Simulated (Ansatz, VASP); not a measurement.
# Two plane-wave programs on Ga

```xyz
2
Lattice="0.0000 2.8006 2.8006 2.8006 0.0000 2.8006 2.8006 2.8006 0.0000" Properties=species:S:1:pos:R:3 pbc="T T T"
Ga    0.7001    0.7001    0.7001
Ga    4.9010    4.9010    4.9010
```

Alike in both runs: task single point; functional LDA; k mesh 11 × 11 × 11; occupations fermi-dirac, width 0.1 eV; no spin polarisation.

|  | VASP | Ansatz |
| --- | --- | --- |
| version | VASP 6.6.1 | Ansatz 0.2.0 |
| potentials or method | VASP PAW LDA potentials, release 64 (Ga_d) | plane waves (420 eV) with PAW, scalar-relativistic |
| plane-wave cutoff (eV) | 520 | 420 |
| valence electrons in the cell | 26 | 26 |

|  | VASP | Ansatz | Ansatz less VASP |
| --- | --- | --- | --- |
| pressure (GPa) | 2.4 | 2.2 | -0.23 |

Ansatz warned: «pseudo_functional_mismatch».
